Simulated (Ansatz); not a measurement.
Geometry optimisation in Ansatz: input, command and trajectory.

```yaml
crystal:
  lattice:
    - [1.2171531607, -2.1063180136, 0.0]
    - [1.2171531607, 2.1063180136, 0.0]
    - [0.0, 0.0, 6.3492448875]
  atoms:
    - { symbol: C, position: [0.0832974683, 0.9167025317, 0.75] }
    - { symbol: C, position: [0.5832974683, 0.4167025317, 0.25] }
    - { symbol: C, position: [0.9167025317, 0.0832974683, 0.25] }
    - { symbol: C, position: [0.4167025317, 0.5832974683, 0.75] }
basis:
  ecutwfc: 420
kpoints:
  mp_grid: { grid: [18, 18, 6] }
hamiltonian:
  xc: pbe
  dispersion: d3bj
scf:
  occupations: { method: gaussian, width: 0.1 }
output:
  forces: true
  stress: true
  eigenvalues: true
relax:
  adjacent_minimum: "off"
  f_tol: 0.01
  max_steps: 30
  cell: { stress_tol: 0.1, fix: [volume] }
```

```bash
ansatz run input.yaml --threads 1 --pin off --max-ram 2560MiB --backend cpu --events-out ev --progress --plain --runs-dir out
```

Level of theory: Ansatz 0.2.0, DFT PBE+D3(BJ), scalar-relativistic, plane waves, PAW.

The volume is held at 0.91 times that of the relaxed cell.

Of 6 frames 5 are shown, positions in Å and forces in eV/Å; the SCF threshold varies from step to step. Steps run on the plane waves of an earlier cell, with a Pulay correction in the pressure. The basis is chosen afresh for the last frame, the zero of the energies, and at times for earlier ones too; energy and pressure step there, also at an unchanged geometry.

```xyz
4
Lattice="1.2172 -2.1063 0.0000 1.2172 2.1063 0.0000 0.0000 0.0000 6.3492" Properties=species:S:1:pos:R:3:forces:R:3 pbc="T T T" step=1 free_energy_over_end_meV_per_atom=7.28 pressure_GPa=13.81
C     1.2172    1.7554    4.7619    0.0000    0.0011    0.0000
C     1.2172   -0.3509    1.5873    0.0000    0.0011    0.0000
C     1.2172   -1.7554    1.5873    0.0000   -0.0011    0.0000
C     1.2172    0.3509    4.7619    0.0000   -0.0011    0.0000
4
Lattice="1.2260 -2.1216 0.0000 1.2260 2.1216 0.0000 0.0000 0.0000 6.2580" Properties=species:S:1:pos:R:3:forces:R:3 pbc="T T T" step=2 free_energy_over_end_meV_per_atom=0.34 pressure_GPa=6.84
C     1.2260    1.7681    4.6935    0.0000   -0.0008    0.0000
C     1.2260   -0.3534    1.5645    0.0000   -0.0008    0.0000
C     1.2260   -1.7681    1.5645    0.0000    0.0008    0.0000
C     1.2260    0.3534    4.6935    0.0000    0.0008    0.0000
4
Lattice="1.2285 -2.1254 0.0000 1.2285 2.1254 0.0000 0.0000 0.0000 6.2341" Properties=species:S:1:pos:R:3:forces:R:3 pbc="T T T" step=3 free_energy_over_end_meV_per_atom=0.00 pressure_GPa=5.05
C     1.2285    1.7713    4.6756    0.0000   -0.0009    0.0000
C     1.2285   -0.3541    1.5585    0.0000   -0.0009    0.0000
C     1.2285   -1.7713    1.5585    0.0000    0.0009    0.0000
C     1.2285    0.3541    4.6756    0.0000    0.0009    0.0000
4
Lattice="1.2285 -2.1254 0.0000 1.2285 2.1254 0.0000 0.0000 0.0000 6.2341" Properties=species:S:1:pos:R:3:forces:R:3 pbc="T T T" step=4 free_energy_over_end_meV_per_atom=0.00 pressure_GPa=5.06
C     1.2285    1.7713    4.6756    0.0000   -0.0010    0.0000
C     1.2285   -0.3541    1.5585    0.0000   -0.0010    0.0000
C     1.2285   -1.7713    1.5585    0.0000    0.0010    0.0000
C     1.2285    0.3541    4.6756    0.0000    0.0010    0.0000
4
Lattice="1.2287 -2.1256 0.0000 1.2287 2.1256 0.0000 0.0000 0.0000 6.2326" Properties=species:S:1:pos:R:3:forces:R:3 pbc="T T T" step=6 free_energy_over_end_meV_per_atom=0.00 pressure_GPa=4.95
C     1.2287    1.7715    4.6745    0.0000   -0.0005    0.0000
C     1.2287   -0.3541    1.5582    0.0000   -0.0005    0.0000
C     1.2287   -1.7715    1.5582    0.0000    0.0005    0.0000
C     1.2287    0.3541    4.6745    0.0000    0.0005    0.0000
```

Time: 69 s on 1 thread of AMD EPYC (Zen 3) (shared host), peak memory 0.45 GiB.